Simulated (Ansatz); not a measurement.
**As in Ansatz: the effect of functional**

As:

```
CELL_PARAMETERS angstrom
1.86817 1.07859 3.49048
-1.86817 1.07859 3.49048
0.00000 -2.15718 3.49048
ATOMIC_POSITIONS crystal
As 0.22600 0.22600 0.22600
As 0.77400 0.77400 0.77400
```

The cell isn't the ideal one: volume scaled by 0.98.

Alike in all runs:

```yaml
Program: Ansatz 0.2.0
Task: single point
Potentials_or_basis: Ansatz PAW
k_mesh: 9 × 9 × 9
Occupations: fermi-dirac, width 0.05 eV
Spin: no spin polarisation
```

```tsv
functional	cutoff	pressure (GPa)	largest force (eV/Å)
LDA	420 eV (not typed: the program's choice for these potentials)	0.2	0.40
PBEsol	420 eV (not typed: the program's choice for these potentials)	1.9	0.51
r2SCAN	500 eV (not typed: the program's choice for these potentials)	?	?
```

What does the run with functional r2SCAN give?

Pressure 3.6 GPa; largest force 0.29 eV/Å.

Caveats: the PAW data sets come from PBE, with cores solved anew for the run's functional, which leaves a small shift of forces and pressure.
